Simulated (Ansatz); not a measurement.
# CuI: response to strain

Aim: deform CuI (equal xx and yy strain of -1 %) and compute stress, forces and field gradients with LAPW, PAW and all-electron datasets made for the crystal.

Method: DFT LDA, scalar-relativistic, in Ansatz 0.2.0.

## 1. The structure to begin with

The structure is orthorhombic, space group Cmcm (No. 63). Conventional cell: a = 7.466 Å, b = 7.422 Å, c = 4.307 Å, α = 90.00°, β = 90.00°, γ = 90.00°. Cu (site symmetry m2m) has 2 Cu at 2.46 Å and 3 I at 2.58 to 2.59 Å as nearest neighbours. Around I (site symmetry m2m) lie 3 Cu at 2.58 to 2.59 Å.

As a file:

```xyz
4
Lattice="3.7332 -3.7111 0.0000 3.7332 3.7111 0.0000 0.0000 0.0000 4.3070" Properties=species:S:1:pos:R:3 pbc="T T T"
Cu    3.7332    0.5905    3.2302
Cu    3.7332   -0.5905    1.0767
I     3.7332   -2.0043    3.2302
I     3.7332    2.0043    1.0767
```

Atoms are numbered in the order of the input: Cu1, Cu2, I3, I4.

## 2. After the deformation

Space group Cmcm before, Cmcm after.

## 3. All-electron LAPW

File input.yaml:

```yaml
crystal:
  lattice:
    - [3.6958359141, -3.6739755063, 0.0]
    - [3.6958359141, 3.6739755063, 0.0]
    - [0.0, 0.0, 4.30699767]
  atoms:
    - { symbol: Cu, position: [0.42043883, 0.57956117, 0.75] }
    - { symbol: Cu, position: [0.57956117, 0.42043883, 0.25] }
    - { symbol: I, position: [0.77004268, 0.22995732, 0.75] }
    - { symbol: I, position: [0.22995732, 0.77004268, 0.25] }
kpoints:
  mp_grid: { grid: [5, 5, 6] }
  band_path:
    path:
      - [0.0, 0.0, 0.0]
      - [0.5, 0.5, 0.0]
      - [0.4970513089, 0.5029486911, 0.0]
      - [-0.4970513089, 0.4970513089, 0.0]
      - [0.0, 0.0, 0.0]
      - [0.0, 0.0, 0.5]
      - [-0.4970513089, 0.4970513089, 0.5]
      - [0.4970513089, 0.5029486911, 0.5]
      - [0.5, 0.5, 0.5]
    npoints: 5
scf:
  occupations: { method: fermi_dirac, width: 0.02 }
hamiltonian:
  xc: lda
  pseudopotentials: { kind: all_electron, lapw: { basis_error: 0.0005 } }
output:
  forces: true
  stress: true
  eigenvalues: true
```

Command:

```sh
$ ansatz run input.yaml --threads 1 --pin off --max-ram 6144MiB --backend cpu --events-out ev --progress --plain --runs-dir out
```

## 4. PAW on the default files

File input.yaml:

```yaml
crystal:
  lattice:
    - [3.6958359141, -3.6739755063, 0.0]
    - [3.6958359141, 3.6739755063, 0.0]
    - [0.0, 0.0, 4.30699767]
  atoms:
    - { symbol: Cu, position: [0.42043883, 0.57956117, 0.75] }
    - { symbol: Cu, position: [0.57956117, 0.42043883, 0.25] }
    - { symbol: I, position: [0.77004268, 0.22995732, 0.75] }
    - { symbol: I, position: [0.22995732, 0.77004268, 0.25] }
kpoints:
  mp_grid: { grid: [5, 5, 6] }
scf:
  occupations: { method: fermi_dirac, width: 0.02 }
hamiltonian:
  xc: lda
  pseudopotentials: { kind: paw }
output:
  forces: true
  stress: true
  eigenvalues: true
  efg: { contact_densities: true }
```

## 5. Datasets made for this crystal

input.yaml, as its differences from that of step 4:

```diff
@@ -16,3 +16,3 @@
   xc: lda
-  pseudopotentials: { kind: paw }
+  pseudopotentials: { kind: all_electron, datasets: crystal }
 output:
```

(Steps that only read results are left out.)

**Question.** What will these runs give? Wanted: pressure; largest shear or deviatoric stress.

As calculated:

| quantity | value |
| --- | --- |
| pressure | LAPW -2.53, PAW -2.53, crystal datasets -2.53 GPa |
| largest shear or deviatoric stress (LAPW) | 1.39 GPa |

The largest part of the stress beyond the pressure is 1.39 GPa in size, in the xx component; the atoms are carried along and not relaxed. No run of the undeformed cell stands beside it, so the pressure holds what the given cell had before the change. PAW: stress within 0.01 GPa of LAPW, forces within 1 meV/Å. Crystal datasets: stress within 0.01 GPa of LAPW, forces within 1 meV/Å. Spin-orbit coupling is left out, though the cell holds I; in elements this heavy it can shift bands and gaps by tenths of an eV.

The gaps are Kohn-Sham values of a semilocal functional, not quasiparticle or optical gaps. Such gaps usually fall short of the measured ones; spin-orbit coupling, left out here, narrows gaps with I, so the two errors partly cancel.
